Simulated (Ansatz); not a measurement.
Na:

```xyz
2
Lattice="3.7670 0.0000 0.0000 -1.8835 3.2623 0.0000 0.0000 0.0000 6.1540" Properties=species:S:1:pos:R:3 pbc="T T T"
Na    1.8835    1.0874    4.6155
Na    0.0000    2.1749    1.5385
```

This isn't the form of Na at room conditions, which is bcc.

```yaml
Program: Ansatz 0.2.0
Task: single point
Functional: PBEsol
Potentials_or_basis: Ansatz PAW
Cutoff: "420 eV (not typed: the program's choice for these potentials)"
k_mesh: 8 × 8 × 5
Occupations: fermi-dirac, width 0.05 eV
Spin: no spin polarisation
```

On this cell: pressure -0.3 GPa; largest force under 0.003 eV/Å; band gap on the k mesh none (metal or under the smearing width).

The same run follows on a disturbed copy (atoms moved at random, drawn with an rms of 0.05 Å):

```
Na
1.0
     3.76700    0.00000    0.00000
    -1.88350    3.26232    0.00000
     0.00000    0.00000    6.15400
Na
2
Direct
  0.65549 0.32378 0.74990
  0.32296 0.65856 0.24806
```

Task: What changes?

Result: The energy (extrapolated to zero smearing) moves by +0.0 meV/atom; pressure -0.3 GPa; largest force 0.008 eV/Å; band gap on the k mesh none (metal or under the smearing width).

Forces in eV/Å, atoms in the order of the input:
```
Na   0.000  0.001 -0.008
Na   0.000 -0.001  0.008
```

Stress tensor (GPa, compression positive):
```
-0.20  0.00  0.00
 0.00 -0.20  0.00
 0.00  0.00 -0.44
```

Caveats: the PAW data sets come from PBE, with cores solved anew for the run's functional, which leaves a small shift of forces and pressure.
